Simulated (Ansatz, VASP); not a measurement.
**Two plane-wave programs on BAs**

```
B As
1.0
     0.00000    2.38850    2.38850
     2.38850    0.00000    2.38850
     2.38850    2.38850    0.00000
B As
1 1
Direct
  0.00000 0.00000 0.00000
  0.25000 0.25000 0.25000
```

Alike in both runs: task relaxation of cell and atoms; functional PBE; k mesh 10 × 10 × 10; occupations gaussian, width 0.02 eV; no spin polarisation.

|  | VASP | Ansatz |
| --- | --- | --- |
| version | VASP 6.6.1 | Ansatz 0.2.0 |
| potentials or method | VASP PAW PBE potentials, release 64 (B, As) | scalar-relativistic, plane waves, PAW |
| plane-wave cutoff (eV) | 600 | 420 |
| valence electrons in the cell | 8 | 18 |

|  | VASP | Ansatz | Ansatz less VASP |
| --- | --- | --- | --- |
| gap on the k mesh at the Fermi level, each at its own relaxed structure (eV) | 1.20 | 1.20 | +0.003 |
| relaxed volume (Å³/atom) | 13.97 | 13.90 | -0.065 |
| relaxed cell length with the largest relative difference (Å) | 3.406 | 3.400 | -0.0053 |
| energy change over the relaxation (meV/atom) | -4 | -2 | +1.2 |

The two sets of potentials don't hold the same shells in valence.

A k mesh can miss the band edges. PBE usually gives volumes a little too large and moduli too small. Zero-point motion and thermal expansion aren't in these numbers.
